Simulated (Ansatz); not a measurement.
## Si2Ni under changes of volume

One of the cells (13.166 Å³/atom); the others are scaled copies at fixed shape and fractional positions:

```xyz
3
Lattice="0.0000 2.7030 2.7030 2.7030 0.0000 2.7030 2.7030 2.7030 0.0000" Properties=species:S:1:pos:R:3 pbc="T T T"
Ni    0.0000    0.0000    0.0000
Si    4.0545    4.0545    4.0545
Si    1.3515    1.3515    1.3515
```

```yaml
Program: Ansatz 0.2.0
Functional: PBEsol
Potentials_or_basis: all-electron LAPW, scalar-relativistic
Cutoff: 293 eV (chosen from the basis error)
Basis_error_allowed: 0.001 eV/atom
k_mesh: 9 × 9 × 9
Occupations: fermi-dirac, width 0.05 eV
Spin: collinear spin, ferromagnetic start
Starting_moments: "[1.0, 0.0, 0.0] μB"
```

| volume (Å³/atom) | energy over the lowest point (meV/atom) | pressure (GPa) |
| --- | --- | --- |
| 12.376 | 20.42 | 9.6 |
| 12.639 | 7.83 | 5.8 |
| 12.902 | 1.20 | 2.3 |
| 13.166 | 0.00 | -0.9 |
| 13.429 | 3.76 | -3.8 |
| 13.692 | 12.07 | -6.4 |
| 13.956 | ? | ? |

Q: What does the run at 13.956 Å³/atom give?

A: Energy over the lowest point 24.54 meV/atom; pressure -8.8 GPa.

Worked out: A Birch-Murnaghan fit of order 3 (a polynomial in V^(-2/3)) to the other rows has its minimum at 13.09 Å³/atom with B0 = V·E''(V) = 154 GPa and B' = 3.5. It gives 24.57 meV/atom at 13.956 Å³/atom, against the run's 24.54, and -dE/dV = -8.8 GPa, against -8.8.

Energies are extrapolated to zero smearing.

Caveats: the starting moments weren't kept.
